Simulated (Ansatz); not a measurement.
TiB2:

```
Ti B
1.0
     3.02920    0.00000    0.00000
    -1.51460    2.62336    0.00000
     0.00000    0.00000    3.22840
Ti B
1 2
Cartesian
  0.0000 0.0000 0.0000
  1.5146 0.8745 1.6142
  0.0000 1.7489 1.6142
```

Base run:

* Program: Ansatz 0.2.0
* Functional: PBEsol
* Potentials or basis: Ansatz PAW
* Cutoff: 420 eV (not typed: the program's choice for these potentials)
* k mesh: 8 × 8 × 8
* Occupations: fermi-dirac, width 0.05 eV
* Spin: no spin polarisation

Its results: band gap on the k mesh none (metal or under the smearing width); pressure -5.2 GPa.

Question: The run is repeated on the same cell with these changes: functional from PBEsol to PBE; k mesh from 8 × 8 × 8 to 10 × 10 × 8. What comes out?

Answer: Band gap on the k mesh none (metal or under the smearing width); pressure 0.3 GPa.

Several settings changed at once, so the effect can't be laid on one alone.

Caveats: the PAW data sets come from PBE, with cores solved anew for the run's functional, which leaves a small shift of forces and pressure (some runs).
